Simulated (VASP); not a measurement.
WS2 (Tungstenite):

```
CELL_PARAMETERS angstrom
3.18000 0.00000 0.00000
-1.59000 2.75396 0.00000
0.00000 0.00000 12.50000
ATOMIC_POSITIONS crystal
W 0.66667 0.33333 0.75000
W 0.33333 0.66667 0.25000
S 0.66667 0.33333 0.37500
S 0.33333 0.66667 0.87500
S 0.66667 0.33333 0.12500
S 0.33333 0.66667 0.62500
```

| Item | Value |
| --- | --- |
| Program | VASP 6.6.1 |
| Task | single point |
| Functional | PBE |
| Potentials or basis | VASP PAW PBE potentials, release 64 (W_sv, S) |
| Cutoff | 520 eV |
| k mesh | 10 × 10 × 3 |
| Occupations | fermi-dirac, width 0.05 eV |
| Spin | no spin polarisation |

On this cell: pressure 2.2 GPa; largest force 0.132 eV/Å; band gap on the k mesh 1.14 eV, indirect (least direct gap 2.09 eV).

The same run follows on a disturbed copy (atoms moved at random, drawn with an rms of 0.05 Å):

```xyz
6
Lattice="3.1800 0.0000 0.0000 -1.5900 2.7540 0.0000 0.0000 0.0000 12.5000" Properties=species:S:1:pos:R:3 pbc="T T T"
W     1.6038    0.9147    9.3564
W     0.0428    1.8620    3.1020
S     1.5459    0.9056    4.6321
S    -0.0016    1.8335   10.8725
S     1.6324    0.9377    1.5269
S     0.0472    1.8611    7.8303
```

Question: What does the disturbed cell give?

Answer: The energy moves by +20.2 meV/atom; pressure 5.2 GPa; largest force 1.362 eV/Å; band gap on the k mesh 1.13 eV, indirect (least direct gap 1.91 eV).

Forces on the atoms (eV/Å):
```
W    0.190  0.332 -0.157
W   -0.959 -0.465 -0.848
S    0.919  0.381  0.841
S    0.169 -0.013  1.105
S    0.040  0.082  0.019
S   -0.358 -0.317 -0.961
```

Stress tensor (GPa, compression positive):
```
 3.12 -0.68  3.05
-0.68  4.05  1.31
 3.05  1.31  8.43
```

Caveats: spin-orbit coupling is left out, which moves the levels of the heavy elements; an odd mesh through Γ misses points on the zone boundary, where band edges often lie; this functional lacks dispersion, which binds the layers, so the pressure and a relaxed spacing across them are unreliable (some runs).
